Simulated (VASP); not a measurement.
Write the native input for VASP 6.6.1 that does the following.

```
Task                   : relaxation of cell and atoms
Functional             : PBEsol
Potentials or basis    : VASP PAW PBE potentials, release 64 (Zn)
Cutoff                 : 600 eV
k mesh                 : 21 × 21 × 9
Occupations            : methfessel-paxton, width 0.1 eV
Spin                   : no spin polarisation
Further INCAR settings : ALGO = Normal; EDIFF = 1e-06; IBRION = 2; EDIFFG = -0.01; NSW = 90; ISIF = 3
```

The structure of Zn lies in POSCAR:

```
Zn
1.0
    2.6700000000      0.0000000000      0.0000000000
   -1.3350000000      2.3122878281      0.0000000000
    0.0000000000      0.0000000000      4.9660000000
Zn
2
Direct
    0.3333333333      0.6666666667      0.2500000000
    0.6666666667      0.3333333333      0.7500000000
```

One way to write it, as run:

INCAR

```
ALGO = Normal
EDIFF = 1E-6
EDIFFG = -0.01
ENCUT = 600
GGA = PS
IBRION = 2
ISIF = 3
ISMEAR = 1
LASPH = T
LCHARG = F
LREAL = F
LWAVE = F
NELM = 80
NSW = 90
PREC = Accurate
SIGMA = 0.1
```

KPOINTS

```
k-points
0
Gamma
  21 21 9
```

Potentials or basis: VASP PAW PBE potentials, release 64 (Zn).

The run is started by

```console
$ cat potpaw_PBE.64/Zn/POTCAR > POTCAR
$ mpirun -np 1 vasp_std > vasp.out
```

It gave:

```
Relaxed volume                         : 14.32 Å³/atom
Relaxed cell                           : a = 2.601 Å, b = 2.601 Å, c = 4.886 Å, α = 90.00°, β = 90.00°, γ = 120.00°
Space group after relaxing (to 0.05 Å) : P6_3/mmc (No. 194)
Energy gained by relaxing              : 20.7 meV/atom
Ionic steps                            : 8
Pressure after relaxing                : -0.1 GPa
Band gap on the k mesh                 : none (metal or under the smearing width)
```

Caveat: the PAW data sets were made with another functional, which shifts forces and pressure a little.

It took 2.6 min on 1 thread of Intel(R) Xeon(R) 6975P-C (Granite Rapids), on a shared host, peak memory 0.26 GiB.
